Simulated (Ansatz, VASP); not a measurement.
# ZrC: VASP beside Ansatz

Wanted: the spread between two codes on one cell, functional and k mesh. The cell is generated by rule, not measured, and may not be a known phase. Of the first pair: The two relaxations start from unlike cells of this crystal (the structure described is Ansatz's start), so only their ends are compared.

Method: plane waves, with VASP 6.6.1 beside it; relaxation of cell and atoms at PBE, in Ansatz 0.2.0.

### 1. Starting point

The structure is cubic, space group F-43m (No. 216). The conventional cell has a = 4.819 Å, b = 4.819 Å, c = 4.819 Å, α = 90.00°, β = 90.00°, γ = 90.00°. Zr has 4 C at 2.09 Å nearest. Nearest to C lie 4 Zr at 2.09 Å. Farther neighbours are not listed.

### 2. VASP: relaxation of cell and atoms, PBE, pair 1

The relaxed volume is the usual yardstick between codes: in a stiff, nearly cubic crystal its relative difference is about their pressure difference at one cell divided by the bulk modulus.

Lines of VASP's logs that name or quote its potential files are left out, and so is its time.

Input file INCAR:

```
SYSTEM = ZrC
PREC = Accurate
ENCUT = 600
EDIFF = 1E-07
NELM = 120
ISMEAR = 0
SIGMA = 0.1
LREAL = .FALSE.
ALGO = Normal
GGA = PE
NBANDS = 14
LASPH = .TRUE.
LORBIT = 11
LWAVE = .FALSE.
LCHARG = .FALSE.
ISIF = 3
IBRION = 2
NSW = 80
EDIFFG = -0.005
GGA_COMPAT = .FALSE.
NELMIN = 4
EFERMI = MIDGAP
```

Input file POSCAR:

```
ZrC
1.0
    0.0000000000      2.5456619130      2.5456619130
    2.5456619130      0.0000000000      2.5456619130
    2.5456619130      2.5456619130      0.0000000000
Zr C
1 1
Direct
    0.0000000000      0.0000000000      0.0000000000
    0.2500000000      0.2500000000      0.2500000000
```

Input file KPOINTS:

```
Automatic mesh
0
Gamma
8 8 8
0 0 0
```

Potentials, in the order of the species: Zr_sv and C (PBE family, release 64).

The run is started by

```bash
$ mpirun -np 1 vasp_std
```

Numbers of over 12 decimals in the logs are rounded to 6 here.

The log of the run:

```text
[banner, memory and clock lines left out]
running    1 mpi-ranks, on    1 nodes
 distrk:  each k-point on    1 cores,    1 groups
 distr:  one band on    1 cores,    1 groups

 POSCAR found type information on POSCAR ZrC
 POSCAR found :  2 types and       2 ions
 LDA part: xc-table for (Slater+PW92), standard interpolation
 POSCAR, INCAR and KPOINTS ok, starting setup
 FFT: planning ... GRIDC
 FFT: planning ... GRID_SOFT
 FFT: planning ... GRID
 WAVECAR not read
 entering main loop
       N       E                     dE             d eps       ncg     rms          rms(c)
DAV:   1     0.119414953064E+03    0.11941E+03   -0.92388E+03   820   0.125E+03
DAV:   2    -0.163575210460E+02   -0.13577E+03   -0.12505E+03  1022   0.306E+02
DAV:   3    -0.226112822400E+02   -0.62538E+01   -0.61799E+01  1214   0.595E+01
DAV:   4    -0.228690459739E+02   -0.25776E+00   -0.25757E+00  1048   0.104E+01
DAV:   5    -0.228727293149E+02   -0.36833E-02   -0.36832E-02  1136   0.129E+00    0.205E+01
DAV:   6    -0.182881244835E+02    0.45846E+01   -0.14327E+01   938   0.271E+01    0.587E+00
DAV:   7    -0.182331132375E+02    0.55011E-01   -0.88185E-01   966   0.712E+00    0.504E+00
DAV:   8    -0.182378335768E+02   -0.47203E-02   -0.11932E-01  1052   0.321E+00    0.181E+00
DAV:   9    -0.182328284420E+02    0.50051E-02   -0.16239E-02   962   0.102E+00    0.365E-01
DAV:  10    -0.182333468356E+02   -0.51839E-03   -0.13707E-03  1052   0.396E-01    0.177E-01
DAV:  11    -0.182333325000E+02    0.14336E-04   -0.15026E-04   926   0.123E-01    0.331E-02
DAV:  12    -0.182333289568E+02    0.35432E-05   -0.48732E-06  1030   0.209E-02    0.329E-03
DAV:  13    -0.182333287321E+02    0.22470E-06   -0.26573E-07   982   0.437E-03    0.157E-03
DAV:  14    -0.182333287678E+02   -0.35673E-07   -0.21893E-08   484   0.166E-03
   1 F= -.18233329E+02 E0= -.18233328E+02  d E =-.182333E+02
 curvature:   0.00 expect dE= 0.000E+00 dE for cont linesearch  0.000E+00
 trial: gam= 0.00000 g(F)=  0.762E-47 g(S)=  0.932E-05 ort = 0.000E+00 (trialstep = 0.100E+01)
 search vector abs. value=  0.932E-05
 bond charge predicted
       N       E                     dE             d eps       ncg     rms          rms(c)
DAV:   1    -0.182333997310E+02   -0.70999E-04   -0.21748E-03   992   0.471E-01    0.100E-01
DAV:   2    -0.182333337801E+02    0.65951E-04   -0.15109E-04   962   0.137E-01    0.281E-02
DAV:   3    -0.182333221573E+02    0.11623E-04   -0.71793E-05  1238   0.589E-02    0.126E-02
DAV:   4    -0.182333246058E+02   -0.24485E-05   -0.16879E-06  1240   0.938E-03    0.861E-03
DAV:   5    -0.182333268451E+02   -0.22393E-05   -0.87368E-07  1332   0.517E-03    0.295E-03
DAV:   6    -0.182333280198E+02   -0.11747E-05   -0.75654E-07  1322   0.501E-03    0.798E-04
DAV:   7    -0.182333281039E+02   -0.84097E-07   -0.14422E-08   456   0.133E-03
   2 F= -.18233328E+02 E0= -.18233327E+02  d E =0.663871E-06
 trial-energy change:    0.000001  1 .order    0.000001   -0.000009    0.000011
 step:   0.4533(harm=  0.4533)  dis= 0.00000  next Energy=   -18.233331 (dE=-0.211E-05)
 bond charge predicted
       N       E                     dE             d eps       ncg     rms          rms(c)
DAV:   1    -0.182333528323E+02   -0.24812E-04   -0.65075E-04   980   0.258E-01    0.546E-02
DAV:   2    -0.182333346741E+02    0.18158E-04   -0.45268E-05   956   0.751E-02    0.153E-02
DAV:   3    -0.182333314356E+02    0.32385E-05   -0.21348E-05  1232   0.321E-02    0.689E-03
DAV:   4    -0.182333315018E+02   -0.66230E-07   -0.49969E-07  1208   0.513E-03
   3 F= -.18233332E+02 E0= -.18233330E+02  d E =-.273403E-05
 curvature:  -0.23 expect dE=-0.438E-06 dE for cont linesearch -0.438E-06
 trial: gam= 0.00000 g(F)=  0.753E-48 g(S)=  0.193E-05 ort =-0.425E-05 (trialstep = 0.891E+00)
 search vector abs. value=  0.193E-05
 reached required accuracy - stopping structural energy minimisation
```

Parts of OUTCAR (step 2):

```text
ion  position               nearest neighbor table
   1  0.000  0.000  0.000-   2 2.20   2 2.20   2 2.20   2 2.20
   2  0.250  0.250  0.250-   1 2.20   1 2.20   1 2.20   1 2.20

  LATTYP: Found a face centered cubic cell.
 ALAT       =     5.0913238260

 Subroutine GETGRP returns: Found 24 space group operations
 (whereof 24 operations were pure point group operations)

The static configuration has the point symmetry T_d .

 Found     29 irreducible k-points:

   k-points           NKPTS =     29   k-points in BZ     NKDIM =     29   number of bands    NBANDS=     14

   dimension x,y,z NGX =    30 NGY =   30 NGZ =   30
   dimension x,y,z NGXF=    60 NGYF=   60 NGZF=   60

   ENCUT  =  600.0 eV  44.10 Ry    6.64 a.u.   7.19  7.19  7.19*2*pi/ulx,y,z

   NELECT =      16.0000    total number of electrons

 k-points in reciprocal lattice and weights: Automatic mesh
   0.00000000  0.00000000  0.00000000       0.002
   0.12500000  0.00000000  0.00000000       0.016
   0.25000000  0.00000000  0.00000000       0.016
   0.37500000  0.00000000  0.00000000       0.016
   0.50000000  0.00000000  0.00000000       0.008
   0.12500000  0.12500000  0.00000000       0.012
   0.25000000  0.12500000  0.00000000       0.047
   0.37500000  0.12500000  0.00000000       0.047
   0.50000000  0.12500000  0.00000000       0.047
[...]
-0.37500000  0.50000000  0.12500000       0.023
  -0.25000000  0.50000000  0.25000000       0.012

 average (electrostatic) potential at core
       1 -76.2791       2 -46.2392

 E-fermi :   6.8159

 k-point     1 :       0.0000    0.0000    0.0000
  band No.  band energies     occupation
    ...
      4     -19.3340      2.00000
      5      -3.2960      2.00000
      6       4.2743      2.00000
      7       4.2743      2.00000
      8       4.2743      2.00000
      9       9.6158      0.00000
     10       9.6158      0.00000
     11       9.9028      0.00000
     12      14.9413      0.00000
     13      14.9413      0.00000
    ...

 k-point     2 :       0.1250    0.0000    0.0000
  band No.  band energies     occupation
    ...
      4     -19.3429      2.00000
      5      -3.0920      2.00000
      6       4.0398      2.00000
      7       4.3961      2.00000
      8       4.3961      2.00000
      9       9.4616      0.00000
     10       9.4616      0.00000
     11      10.5510      0.00000
     12      14.5725      0.00000
     13      15.1537      0.00000
    ...

 k-point     3 :       0.2500    0.0000    0.0000
  band No.  band energies     occupation
    ...
      4     -19.3642      2.00000
      5      -2.6209      2.00000
      6       3.7903      2.00000
      7       4.6520      2.00000
      8       4.6520      2.00000
      9       9.3780      0.00000
     10       9.3780      0.00000
     11      11.4502      0.00000
     12      14.2877      0.00000
     13      15.0087      0.00000
    ...

  Total        0.0051683      0.0051683      0.0051683      0.0000000      0.0000000     -0.0000000
  in kB        0.2510649      0.2510649      0.2510649      0.0000000      0.0000000     -0.0000000
  external PRESSURE =       0.2510649 kB  Pullay stress =       0.0000000 kB

  energy-cutoff  :      600.00
  volume of cell :       32.98
      direct lattice vectors                 reciprocal lattice vectors
     0.000000000  2.545345926  2.545345926    -0.196436954  0.196436954  0.196436954
     2.545345926 -0.000000000  2.545345926     0.196436954 -0.196436954  0.196436954
     2.545345926  2.545345926  0.000000000     0.196436954  0.196436954 -0.196436954

 POSITION                                       TOTAL-FORCE (eV/Angst)
 -----------------------------------------------------------------------------------
      0.00000      0.00000      0.00000        -0.000000     -0.000000      0.000000
      1.27267      1.27267      1.27267         0.000000      0.000000     -0.000000
 -----------------------------------------------------------------------------------
    total drift:                                0.000000      0.000000      0.000000

  FREE ENERGIE OF THE ION-ELECTRON SYSTEM (eV)
  ---------------------------------------------------
  free  energy   TOTEN  =       -18.2333315018 eV

  energy  without entropy=      -18.2333290273  energy(sigma->0) =      -18.23333026

 reached required accuracy - stopping structural energy minimisation

 total charge
# of ion       s       p       d       tot
------------------------------------------
    1        2.205   6.009   1.652   9.866
    2        0.895   1.515   0.000   2.410
--------------------------------------------------
tot          3.100   7.524   1.652  12.276

[... 3 further parts left out ...]
```

CONTCAR:

```
ZrC
   1.00000000000000
     0.0000000000000000    2.5453459264012048    2.5453459264012048
     2.5453459264012048   -0.0000000000000000    2.5453459264012048
     2.5453459264012048    2.5453459264012048    0.0000000000000000
  Zr              C
     1     1
Direct
     0.0000000000000000    0.0000000000000000    0.0000000000000000
     0.2500000000000000    0.2500000000000000    0.2500000000000000
```

The run keeps the 24 symmetry operations of its start, so it cannot find a distortion of lower symmetry.

### 3. Ansatz: relaxation of cell and atoms, PBE, pair 1

Ansatz runs on its default PAW (the set named soft_2) files.

Its own start cell and the same functional, mesh and smearing now go to Ansatz, which takes its cutoff from its data sets.

Input file input.yaml:

```yaml
crystal:
  lattice:
    - [0.0, 2.40963, 2.40963]
    - [2.40963, 0.0, 2.40963]
    - [2.40963, 2.40963, 0.0]
  atoms:
    - { symbol: Zr, position: [0.0, 0.0, 0.0] }
    - { symbol: C, position: [0.25, 0.25, 0.25] }
kpoints:
  mp_grid: { grid: [8, 8, 8] }
hamiltonian:
  xc: pbe
scf:
  occupations: { method: gaussian, width: 0.1 }
output:
  forces: true
  stress: true
  eigenvalues: true
relax:
  adjacent_minimum: "off"
  f_tol: 0.05
  max_steps: 80
  cell: { stress_tol: 0.5 }
```

The run is started by

```bash
$ ansatz run input.yaml --threads 4 --pin off --max-ram 7168MiB --backend cpu --events-out ev --progress --plain --runs-dir out
```

The log of the run:

```text
The last accepted step is kept in <dir> (removed where the run ends without a failure and the disk answers)
Engine: ansatz 0.2.0, aarch64-unknown-linux-gnu
Pseudopotentials: kind: paw
Pseudopotential: Zr, paw, valence charge 12, recommended cutoff 420 eV (normal), Zr.paw.azcp
Pseudopotential: C, paw, valence charge 4, recommended cutoff 420 eV (normal), C.paw.azcp
Functional definition: PBE
  parameter kappa = 0.804
  parameter beta = 0.066725
  exchange = pbe_x(kappa = kappa, mu = beta*pi^2/3)
  correlation = pbe_c(beta = beta)
Crystal: 2 atoms, lattice volume = 27.982 Å³
Basis set: ecut = 420 eV, 537 PW (Γ), exchange–correlation on 48×48×48 points (8 copies of the dense FFT grid, shifted against one another)
Bands: 12, of which v1, the nominal top of the filled ones, is band 8 counted from 1 (7 counted from 0)
Symmetry: 24 space group operations
Space group: F-43m (ITA 216), of the structure as read, at distance tolerance 3.0e-5 Å
k-points: 29 of 512 (time reversal used)
Non-local potential: Zr, projectors of the file, l = 0: 3, l = 1: 2, l = 2: 2, l = 3: 2
Non-local potential: C, projectors of the file, l = 0: 2, l = 1: 2, l = 2: 1
PAW form: soft (Blöchl's): semilocal exchange-correlation on the pseudo side does not see the compensation charge
PAW one-centre angular grid: Zr, 590 points (default); XC on 64 Gauss nodes
PAW one-centre angular grid: C, 110 points (default); XC on 64 Gauss nodes
Initial density: superposition of atomic densities (neutral atoms: chi_scale 0, normalization atom), corrected by the library's trained network
Initial wavefunctions: pseudopotential atomic-orbital guess
Functional: x = pbe(κ = 0.804, μ = 0.219515), c = pbe(β = 0.066725)
SCF iter   1: F=—  HF=-4434.836422 eV  |F-HF|=—  |Δ(HF+E_count)|=         —  Δρ=1.43e-2  dr2=8.60e-2  ethr=1.77e-3  ⟨swp⟩=5.0  Hψ=1765  notcnv=0
preconditioner: auto → none  [insulator: Δε(μ)=0.550 eV  Ē_g=17.931 eV  σ=0.100 eV  W_gap=1.00  n_scr=8 (ndim 8)  ℏωp=26.3 eV  f_vac=0.000  D(μ)=0.00/eV (n_scr^D=0)  ε∞_Penn≈3.1]
SCF iter   2: F=—  HF=-4434.819181 eV  |F-HF|=—  |Δ(HF+E_count)|=   1.72e-2  Δρ=3.76e-3  dr2=5.58e-3  ethr=5.37e-4  ⟨swp⟩=1.2  Hψ=587  notcnv=0
SCF iter   3: F=—  HF=-4434.818007 eV  |F-HF|=—  |Δ(HF+E_count)|=   1.17e-3  Δρ=7.27e-4  dr2=9.62e-5  ethr=3.49e-5  ⟨swp⟩=2.1  Hψ=423  notcnv=0
SCF iter   4: F=—  HF=-4434.818014 eV  |F-HF|=—  |Δ(HF+E_count)|=   7.39e-6  Δρ=1.12e-4  dr2=3.61e-6  ethr=6.01e-7  ⟨swp⟩=2.7  Hψ=548  notcnv=0
SCF iter   5: F=—  HF=-4434.818014 eV  |F-HF|=—  |Δ(HF+E_count)|=   5.02e-7  Δρ=1.88e-5  dr2=1.09e-7  ethr=2.26e-8  ⟨swp⟩=2.9  Hψ=581  notcnv=0
SCF iter   6: F=-4434.818014 eV  HF=-4434.818014 eV  |F-HF|=7.37e-11  |Δ(HF+E_count)|=   3.07e-8  Δρ=3.40e-6  dr2=2.02e-9  ethr=6.25e-10  ⟨swp⟩=4.4  Hψ=1206  notcnv=0
SCF 1 converged in 6 iterations: F = -4434.818014 eV  dr2 = 2.02e-9
  greatest PAW one-centre occupation: 0.996 electrons in one spin orbital (limit 2), on the Zr atom at site 0 (counted from 0), in its partial waves of l = 0
relax step   1: F+E_penalty+E_count = -4434.81801356 eV  Δ(F+E_penalty+E_count) = +0.000e0 eV  max|allowed force component| = 4.811e-16 eV/Å  Δτ_max = 0.0000 Å  P = +32.430 GPa  Ω = 27.982 Å³  (6 SCF iters, dr2 threshold 1.00e-7 eV, accepted)
[...]
relax step   2: F+E_penalty+E_count = -4435.24608970 eV  Δ(F+E_penalty+E_count) = -4.281e-1 eV  max|allowed force component| = 2.683e-16 eV/Å  Δτ_max = 0.0000 Å  P = +2.907 GPa  Ω = 32.277 Å³  energy of the carried Pulay correction = -5.413e-3 eV  (6 SCF iters, dr2 threshold 2.00e-7 eV, accepted)
[...]
relax step   3: F+E_penalty+E_count = -4435.25076475 eV  Δ(F+E_penalty+E_count) = -4.675e-3 eV  max|allowed force component| = 2.128e-16 eV/Å  Δτ_max = 0.0000 Å  P = +0.520 GPa  Ω = 32.772 Å³  energy of the carried Pulay correction = -5.988e-3 eV  (6 SCF iters, dr2 threshold 2.00e-7 eV, accepted)
[...]
relax step   4: F+E_penalty+E_count = -4435.25082022 eV  Δ(F+E_penalty+E_count) = -5.546e-5 eV  max|allowed force component| = 3.747e-16 eV/Å  Δτ_max = 0.0000 Å  P = +0.012 GPa  Ω = 32.882 Å³  energy of the carried Pulay correction = -6.114e-3 eV  (6 SCF iters, dr2 threshold 2.00e-7 eV, accepted)
[...]
relax step   5: F+E_penalty+E_count = -4435.26206382 eV  Δ(F+E_penalty+E_count) = -1.124e-2 eV  max|allowed force component| = 3.747e-16 eV/Å  Δτ_max = 0.0000 Å  P = +0.376 GPa  Ω = 32.882 Å³  stress off target by 3.76e-1 GPa  SCF on the basis re-selected at this cell (its energy is not comparable with the rows above)  (6 SCF iters)
basis re-selected at this cell: Δ(F+E_penalty+E_count) = -1.124e-2 eV, ΔP = +0.364 GPa vs the last step (what re-selecting the basis moved, of the pressure what is left beyond the Pulay correction that the steps carried, after the strain that the cell walked since its last selection, with what the two solves' SCF thresholds leave and, on support functions, any second-order correction that the steps lacked; it is no measure of the basis error at this ecutwfc). The dense FFT grid was sized anew with the basis: this SCF ran on 25×25×25 points, the steps before it on 24×24×24, so part of this shift can come from that change (see relax.cell in the input reference). [rest of the remark cut]
SCF converged after 6 iterations
Free energy (F): -4435.262064 eV
Harris-Foulkes:  -4435.262064 eV  (|F-HF|=9.09e-13)
Internal energy: -4435.262061 eV  (E = F + TS)
E sigma→0 (E₀):  -4435.262063 eV
Entropy (-TS):   -0.000002 eV (-0.001 meV/atom)
Fermi energy:    11.002591 eV
--- Per-component energies (eV) ---
  E_band       = -108.245098
  E_kinetic    = 421.206675
  E_local      = -806.159598  (includes V_loc(G=0)·N_el)
  E_nonlocal   = 105.853501
  E_hartree    = 253.772212
  E_xc         = -210.073537
  E_vxc        = -250.862947  (∫ρ·V_xc dr)
  E_paw        = -3052.315148  (= ΣΔE_a)
  E_vpaw       = -85.827187  (= ΣTr[D̂ρ^β])
  E_aug_tail   = 0.000029  (compensation charges beyond the density's cutoff)
  E_ewald      = -1147.546196
  E_smearing   = -0.000002  (= −TS)
  E_closure    = 0.000000  (closes the sum)
  Σ components = -4435.262064   (vs F -4435.262064, Δ=0.00e0)
--- Forces (eV/Å), atoms counted from 1 ---
  atom   1  Zr     0.00000000    -0.00000000    -0.00000000
  atom   2  C     -0.00000000     0.00000000     0.00000000
  max |Σ_I F_I| component: 1.76e-16 eV/Å
--- Stress (GPa, compression-positive) ---
        0.376167      -0.000000      -0.000000
       -0.000000       0.376167       0.000000
       -0.000000       0.000000       0.376167
  P = ⅓ Tr σ = 0.3762 GPa (3.762 kbar)
--- Band table (eV; the first three rows and the last of 29) ---
  k-point 0: bands = [... 4 lower, 0.8830, 8.4490, 8.4490, 8.4490, 13.8093, 13.8093, 14.0944, 19.1397]
  k-point 1: bands = [... 4 lower, 1.0881, 8.2151, 8.5715, 8.5715, 13.6540, 13.6540, 14.7432, 18.7714]
  k-point 2: bands = [... 4 lower, 1.5613, 7.9678, 8.8285, 8.8285, 13.5695, 13.5695, 15.6425, 18.4921]
  k-point 28: bands = [... 4 lower, 2.5765, 8.1168, 9.3856, 10.6813, 11.2562, 13.7715, 15.3214, 16.5325]
--- Relaxed structure (4 steps of the walk, 4 accepted, 1 SCFs on fresh bases) ---
  F+E_penalty+E_count = -4435.26206382 eV   max|allowed force component| = 3.747e-16 eV/Å   (the final SCF, on the basis selected at the relaxed cell)
  cell:  # Å, volume = 32.8819 Å³
    - [0, 2.542780, 2.542780]
    - [2.542780, 0, 2.542780]
    - [2.542780, 2.542780, 0]
  atoms:
    - { symbol: Zr, position: [0, 0, 0] }
    - { symbol: C, position: [0.25, 0.25, 0.25] }
```

### 4. Side by side

Known differences besides the potentials themselves: the cutoff is 420 eV in Ansatz and 600 eV in VASP; Ansatz adds a Pulay correction to the stress that steers its cell, VASP none. Total energies have different zeros and are not compared.

Compared:

| quantity | Ansatz | VASP | difference |
| --- | --- | --- | --- |
| volume (Å³) | 32.88 | 32.98 | -0.30 % |
| edge a after relaxation, in the typed setting (Å) | 3.596 | 3.600 | -0.10 % |

(Continued in part 2 of 2.)

[Lines on the potential files, build, host, timing and source positions are cut from VASP's logs without a mark.]

[Logs are printed without paths, hosts, clocks, repeated set-up lines and the standing remarks that a program may print on its own settings, such as how far it seeks lower states.]

[Hosts, paths, dates, database ids (printed as entryN), source tags and the programs' standing remarks are cut or masked in the printed files.]
